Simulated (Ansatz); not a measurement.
# PbS (Galena) (Fm-3m) in Ansatz: a series of runs, part 3 of 3

Ansatz 0.2.0. Earlier steps stand in the parts before.

### 5 Phonons, PBE

The input, input.yaml:

```yaml
crystal:
  lattice:
    - [0.0, 2.96575, 2.96575]
    - [2.96575, 0.0, 2.96575]
    - [2.96575, 2.96575, 0.0]
  atoms:
    - { symbol: Pb, position: [0.0, 0.0, 0.0] }
    - { symbol: S, position: [0.5, 0.5, 0.5] }
hamiltonian:
  xc: pbe
  pseudopotentials: { kind: paw }
kpoints:
  mp_grid: { grid: [6, 6, 6] }
scf:
  occupations: { method: fixed }
phonons:
  method: dfpt
  dielectric: true
  rigid_motions: translations
  qmesh: [2, 2, 2]
  temperatures: { t_max: 1000, t_step: 100 }
  qpath:
    path:
      - [[0.0, 0.0, 0.0], [0.5, 0.0, 0.5], [0.5, 0.25, 0.75], [0.375, 0.375, 0.75], [0.0, 0.0, 0.0], [0.5, 0.5, 0.5], [0.625, 0.25, 0.625], [0.5, 0.25, 0.75], [0.5, 0.5, 0.5], [0.375, 0.375, 0.75]]
      - [[0.625, 0.25, 0.625], [0.5, 0.0, 0.5]]
    npoints: 8
```

Potentials or basis: Ansatz PAW.

On the command line:

```bash
$ ansatz run input.yaml --threads 2 --pin off --max-ram 5632MiB --backend cpu --events-out ev --progress --plain --runs-dir out
```

Output:

```text
Warning: RAYON_NUM_THREADS=2 ignored (pool sized by the plan → 2); use --threads N
Engine: ansatz 0.2.0, aarch64-unknown-linux-gnu
Pseudopotentials: kind: paw
Pseudopotential: Pb, paw, valence charge 14, recommended cutoff 420 eV (normal), Pb.paw.azcp
Pseudopotential: S, paw, valence charge 6, recommended cutoff 420 eV (normal), S.paw.azcp
Functional definition: PBE
  parameter kappa = 0.804
  parameter beta = 0.06672455060314922
  exchange = pbe_x(kappa = kappa, mu = beta*pi^2/3)
  correlation = pbe_c(beta = beta)
Crystal: 2 atoms, lattice volume = 52.172 Å³
Basis set: ecut = 420 eV, 965 PW (Γ), exchange–correlation on 60×60×60 points (8 copies of the dense FFT grid, shifted against one another)
Bands: 14, of which v1, the nominal top of the filled ones, is band 10 counted from 1 (9 counted from 0)
Symmetry: 48 space group operations
k-points: 30 of 216 (irreducible under 8 space group operations, time reversal used)
Non-local potential: Pb, projectors of the file, l = 0: 2, l = 1: 2, l = 2: 2, l = 3: 2
Non-local potential: S, projectors of the file, l = 0: 2, l = 1: 2, l = 2: 2
PAW form: soft (Blöchl's): semilocal exchange-correlation on the pseudo side does not see the compensation charge
PAW one-centre angular grid: Pb, 590 points (default); XC on 64 Gauss nodes
PAW one-centre angular grid: S, 110 points (default); XC on 64 Gauss nodes
Initial density: superposition of atomic densities (neutral atoms: chi_scale 0, normalization atom), corrected by the library's trained network
Initial wavefunctions: pseudopotential atomic-orbital guess
Functional: x = pbe(κ = 0.804, μ = 0.2195149727645171), c = pbe(β = 0.06672455060314922)
SCF iter   1: F=—  HF=-12809.560615 eV  |F-HF|=—  |Δ(HF+E_count)|=         —  Δρ=8.47e-4  dr2=5.34e-4  ethr=1.77e-3  ⟨swp⟩=4.9  Hψ=2053  notcnv=0  defer=44
preconditioner: auto → none  [insulator: Δε(μ)=0.364 eV  Ē_g=15.468 eV  n_scr=14 (ndim 8)  ℏωp=23.0 eV  f_vac=0.000  ε∞_Penn≈3.2]
SCF iter   2: F=—  HF=-12809.559188 eV  |F-HF|=—  |Δ(HF+E_count)|=   1.43e-3  Δρ=5.26e-4  dr2=1.26e-4  ethr=2.67e-6  ⟨swp⟩=2.3  Hψ=1039  notcnv=0  defer=54
SCF iter   3: F=—  HF=-12809.559174 eV  |F-HF|=—  |Δ(HF+E_count)|=   1.39e-5  Δρ=2.47e-4  dr2=1.64e-5  ethr=6.32e-7  ⟨swp⟩=2.2  Hψ=535  notcnv=0  defer=46
SCF iter   4: F=—  HF=-12809.559204 eV  |F-HF|=—  |Δ(HF+E_count)|=   3.02e-5  Δρ=1.59e-4  dr2=1.75e-5  ethr=8.19e-8  ⟨swp⟩=2.0  Hψ=740  notcnv=0  defer=44
SCF iter   5: F=—  HF=-12809.559197 eV  |F-HF|=—  |Δ(HF+E_count)|=   7.17e-6  Δρ=5.06e-5  dr2=1.59e-6  ethr=8.19e-8  ⟨swp⟩=2.1  Hψ=693  notcnv=0  defer=10
SCF iter   6: F=—  HF=-12809.559199 eV  |F-HF|=—  |Δ(HF+E_count)|=   1.92e-6  Δρ=1.10e-5  dr2=8.30e-8  ethr=7.96e-9  ⟨swp⟩=2.1  Hψ=651  notcnv=0  defer=6
SCF iter   7: F=—  HF=-12809.559199 eV  |F-HF|=—  |Δ(HF+E_count)|=   3.64e-8  Δρ=2.52e-6  dr2=4.22e-9  ethr=4.15e-10  ⟨swp⟩=2.0  Hψ=689  notcnv=0  defer=6
SCF iter   8: F=—  HF=-12809.559199 eV  |F-HF|=—  |Δ(HF+E_count)|=   1.55e-9  Δρ=8.72e-7  dr2=4.91e-10  ethr=2.11e-11  ⟨swp⟩=2.5  Hψ=721  notcnv=0  defer=6
SCF iter   9: F=-12809.559199 eV  HF=-12809.559199 eV  |F-HF|=3.82e-11  |Δ(HF+E_count)|=  2.22e-10  Δρ=2.41e-7  dr2=3.89e-11  ethr=1.00e-12  ⟨swp⟩=7.8  Hψ=2586  notcnv=0
SCF 1 converged in 9 iterations: F = -12809.559199 eV  dr2 = 3.89e-11
NSCF: frozen V_eff on 4 k-points
DFPT response loops at Γ: preconditioner auto → none (the input reference at scf.mixing.eps_inf says where Resta's filter doesn't serve); β = 0.50; Broyden in place of MSR1
── the response to a field inside a basis, on 8×8×8 k-points: an SCF that follows is theirs, and a resumed run solves both again ──
Bands: 11, of which v1, the nominal top of the filled ones, is band 10 counted from 1 (9 counted from 0)
k-points: 60
Initial density: handed on by an earlier stage of this run
Initial wavefunctions: pseudopotential atomic-orbital guess (no wavefunctions were taken with the density)
Eigensolver: Dense (60 Hₖ)
SCF iter   1: F=—  HF=-12809.554946 eV  |F-HF|=—  |Δ(HF+E_count)|=         —  Δρ=1.79e-4  dr2=2.36e-5  ethr=1.00e-1
preconditioner: auto → none  [insulator: Δε(μ)=0.410 eV  Ē_g=13.490 eV  n_scr=14 (ndim 8)  ℏωp=23.0 eV  f_vac=0.000  ε∞_Penn≈3.9]
SCF iter   2: F=—  HF=-12809.554943 eV  |F-HF|=—  |Δ(HF+E_count)|=   3.20e-6  Δρ=7.67e-5  dr2=3.85e-6  ethr=1.18e-7
SCF iter   3: F=—  HF=-12809.554942 eV  |F-HF|=—  |Δ(HF+E_count)|=   7.54e-7  Δρ=3.76e-5  dr2=2.79e-7  ethr=1.93e-8
SCF iter   4: F=-12809.554942 eV  HF=-12809.554942 eV  |F-HF|=3.21e-9  |Δ(HF+E_count)|=   3.55e-7  Δρ=3.35e-6  dr2=3.73e-9  ethr=1.39e-9
SCF 1 converged in 4 iterations: F = -12809.554942 eV  dr2 = 3.73e-9
DFPT response loops at Γ: mixed as the last ones told, above
WARN: field response: ε∞ stands inside a basis, on 8×8×8 points; the force constants stand on the 6×6×6 k-mesh, whose period is 9.07 times the interband length at k = (0.0000, 0.0000, -0.5000), direct gap 0.358 eV, under 14: take them and everything formed from them as unconverged, and compare with a denser kpoints.mp_grid
NSCF: frozen V_eff on 16 k-points
NSCF: frozen V_eff on 136 k-points
DFPT response loops at q = (0, 0, -0.5) (fractional): preconditioner auto → Resta (q_TF=auto, 2.325 Å⁻¹)  ε∞=12.9 (no band partly filled); β = 1.00, the filter's whole step (`scf.mixing.beta` (0.50) is not read by the response loops at its default; to damp them type it under 1.00, their step now; it binds the ground state too); Broyden in place of MSR1
NSCF: frozen V_eff on 92 k-points
DFPT response loops at q = (0, -0.5, -0.5) (fractional): mixed as the last ones told, above
SCF converged after 9 iterations
Free energy (F): -12809.559199 eV
Harris-Foulkes:  -12809.559199 eV  (|F-HF|=3.82e-11)
Internal energy: -12809.559199 eV  (E = F + TS)
E sigma→0 (E₀):  -12809.559199 eV
Fermi energy:    8.454112 eV
--- Per-component energies (eV) ---
  E_band       = -55.223741
  E_kinetic    = 393.728315
  E_local      = -1221.430853  (includes V_loc(G=0)·N_el)
  E_nonlocal   = 378.545474
  E_hartree    = 474.942676
  E_xc         = -318.614544
  E_vxc        = -220.599581  (∫ρ·V_xc dr)
  E_paw        = -11003.373917  (= ΣΔE_a)
  E_vpaw       = -335.352253  (= ΣTr[D̂ρ^β])
  E_aug_tail   = 0.000052  (compensation charges beyond the density's cutoff)
  E_ewald      = -1513.356403
  E_smearing   = -0.000000  (= −TS)
  E_closure    = -0.000000  (closes the sum)
  Σ components = -12809.559199   (vs F -12809.559199, Δ=0.00e0)
--- Band table (eV; the first three rows and the last of 30) ---
  k-point 0: bands = ["-8.3795", "-8.3795", "-8.3795", "-8.3638", "-8.3638", "-5.1502", "2.4227", "6.2722", "6.2722", "6.2722", "13.6655", "13.6655", "13.6655", "15.1486"]
  k-point 1: bands = ["-8.3784", "-8.3774", "-8.3774", "-8.3622", "-8.3622", "-4.9169", "1.6715", "6.3460", "6.3460", "6.8254", "11.8643", "12.4642", "12.4642", "15.1145"]
  k-point 2: bands = ["-8.3903", "-8.3903", "-8.3769", "-8.3419", "-8.3419", "-4.3258", "0.3283", "6.5362", "6.5362", "7.7174", "9.9229", "11.0043", "11.0043", "15.8101"]
  k-point 29: bands = ["-8.4870", "-8.3844", "-8.3547", "-8.3412", "-8.3186", "-3.4504", "0.6702", "3.6156", "4.4750", "6.6435", "11.6124", "12.6993", "13.5460", "15.3203"]
--- Phonons (Γ-DFPT): 2 representative perturbations + reference, on 30 of 216 k-points (Σ response iterations 6) ---
  k mesh reduced under 8 symmetry operations, with k and −k counted as one. Each operation leaves every solved perturbation unchanged. A smaller set is not considered because the run solves the response to a homogeneous field
  ASR residual: 1.705e-4 → 0.000e0 eV/Å²; symmetrization residual: 4.902e-6 eV/Å²
  ASR residual per site (eV/Å²): 1.17e-4 1.71e-4
  Γ frequencies (cm⁻¹): 0.00 0.00 0.00 53.03 53.03 53.03
  ε∞ (high-frequency dielectric tensor):
       17.137944    -0.000000     0.000000
       -0.000000    17.137944     0.000000
        0.000000     0.000000    17.137944
  ε⁰ (static dielectric tensor: ions relaxed, cell fixed):
      253.094164    -0.000000     0.000000
       -0.000000   253.094164     0.000000
        0.000000     0.000000   253.094164
  ε⁰ − ε∞ (ionic part):
      235.956220    -0.000000     0.000000
       -0.000000   235.956220     0.000000
        0.000000     0.000000   235.956220
  softest optical mode at Γ: 53.03 cm⁻¹; the repairs (sum rule, projections) moved no ω² at Γ by more than (1.30 cm⁻¹)²
  Born effective charges Z* (e; rows j = field, columns β = displacement):
    site 0:
         4.41925    0.00000    0.00000
        -0.00000    4.41925   -0.00000
        -0.00000    0.00000    4.41925
    site 1:
        -4.41925   -0.00000   -0.00000
         0.00000   -4.41925    0.00000
         0.00000   -0.00000   -4.41925
  Z* charge neutrality: 5.420e-3 e pre-enforcement
  solved inside a basis spanned on kpoints, on 8×8×8 k-points transformed towards the longest dipole: ε∞ is read to err by 8.9e-2, Z* by 4.7e-2 e (field_mesh: kpoints solves on kpoints); Z* is corrected for what the basis lacks
  optical modes at Γ without the LO–TO term, one row a degenerate level:
      ω (cm⁻¹)  modes    IR ((D/Å)²/amu)
         53.03      3            48.6854
  optical modes at Γ + LO–TO along q̂ = [1.0000, 0.0000, 0.0000]:
      ω (cm⁻¹)  modes    IR ((D/Å)²/amu)
         53.03      2            32.4569
        203.77      1            16.2285
  optical modes at Γ + LO–TO along q̂ = [0.0000, 1.0000, 0.0000]:
      ω (cm⁻¹)  modes    IR ((D/Å)²/amu)
         53.03      2            32.4569
        203.77      1            16.2285
  optical modes at Γ + LO–TO along q̂ = [0.0000, 0.0000, 1.0000]:
      ω (cm⁻¹)  modes    IR ((D/Å)²/amu)
         53.03      2            32.4569
        203.77      1            16.2285
--- Phonons (arbitrary-q DFPT): 3 irreducible q on the 2×2×2 mesh ---
  q = [0.0000, 0.0000, 0.0000] (star 1, of the zone-centre solve; hermiticity 3.41e-5, symmetrization 8.41e-12): -0.00 -0.00 -0.00 53.03 53.03 53.03
  q = [0.0000, 0.0000, -0.5000] (star 4, 2 solved perturbations on 68 of 216 k-point pairs; hermiticity 2.01e-13, symmetrization 3.31e-12): 53.74 53.74 107.59 196.40 196.40 236.06
  q = [0.0000, -0.5000, -0.5000] (star 3, 4 solved perturbations in 152 linear systems a pass and spin channel, the states on 46 of 216 k-point pairs; hermiticity 3.72e-6, symmetrization 1.42e-12): 39.86 39.86 58.01 82.82 100.40 100.40
  sum rule: each row above includes the acoustic sum rule's correction from the zone centre's row sums; it moved no ω² by more than (1.20 cm⁻¹)²
  mesh force constants: q→R imaginary residual 9.90e-18; ASR residual 1.705e-4 → 0.000e0 eV/Å²; symmetrization residual 3.997e-15 eV/Å²
  interpolated dispersion: 83 rows × 6 modes
  density of states and harmonic sums: on the 18×18×18 q-mesh, interpolated from the force constants of a 2×2×2 supercell (with the dipole–dipole term)
  largest difference from the sums on the solved wave vectors: F 2.95e-2 eV, S 6.19e-5 and C_V 3.22e-5 eV/K
  zero-point energy: 0.041244 eV/cell   skipped modes (ω ≤ 0): 3   left out of the sums: 8.57e-5 of the cell's modes: C_V's classical limit lies that fraction below 3 k_B per atom; for a crystal, a wire or a layer, F and S can be off by more, and a phonons.interpolated_qmesh denser along its periods is the remedy for the sampling
```

Run time: 22 s. Hardware: 2 threads of Arm Neoverse V2, shared host; peak memory 0.54 GiB.

Results:

```yaml
Free_energy: -12809.5592 eV
Band_gap_on_the_k_mesh: 0.36 eV, direct
Highest_phonon_frequency_LO-TO_splitting_left_out: 236 cm⁻¹
```

Phonon frequencies in cm⁻¹ (negative: imaginary):
```csv
q point,frequencies
"(0.000, 0.000, 0.000)",0 0 0 53 53 53
"(0.000, 0.000, -0.500)",54 54 108 196 196 236
"(0.000, -0.500, -0.500)",40 40 58 83 100 100
```

Caveat: spin-orbit coupling is left out, which as a rule narrows the gap of such compounds by several tenths of an eV; the q mesh is small, so phonon branches between its points and thermal values are rough. A k mesh can miss the band edges.

### 6 The runs side by side

| task | level | k mesh | q mesh | points for each segment of the path | atoms under strain | gap on the mesh (eV) |
| --- | --- | --- | --- | --- | --- | --- |
| phonons | LDA | 6 × 6 × 6 | 2 × 2 × 2 | 8 | - | 0.23 |
| elastic constants | LDA | 6 × 6 × 6 | - | - | relaxed | 0.23 |
| Born charges and dielectric tensor | LDA | 8 × 8 × 8 | - | - | - | 0.23 |
| phonons | PBE | 6 × 6 × 6 | 2 × 2 × 2 | 8 | - | 0.36 |

Alike in all rows: potentials or basis Ansatz PAW; no spin polarisation; cell as given; cutoff (eV) 420; smearing fixed.

On the cell as given the gap runs from 0.23 eV (LDA) to 0.36 eV (PBE); the meshes differ, which moves gaps too.

Caveats: spin-orbit coupling is left out, which as a rule narrows the gap of such compounds by several tenths of an eV; the PAW data sets come from PBE, with cores solved anew for the run's functional, which leaves a small shift of forces and pressure (some runs); some modes are imaginary (some runs); the gap is small at this level, which inflates the dielectric constant (some runs).

Absolute energies hang on the potentials; compare differences alone.

### 7 How close it comes

Step 4. A measured high-frequency dielectric constant of PbS is 17.2 (300 K; a printed reference work, monograph); the calculated 19.72 misses it by +14.7 %.
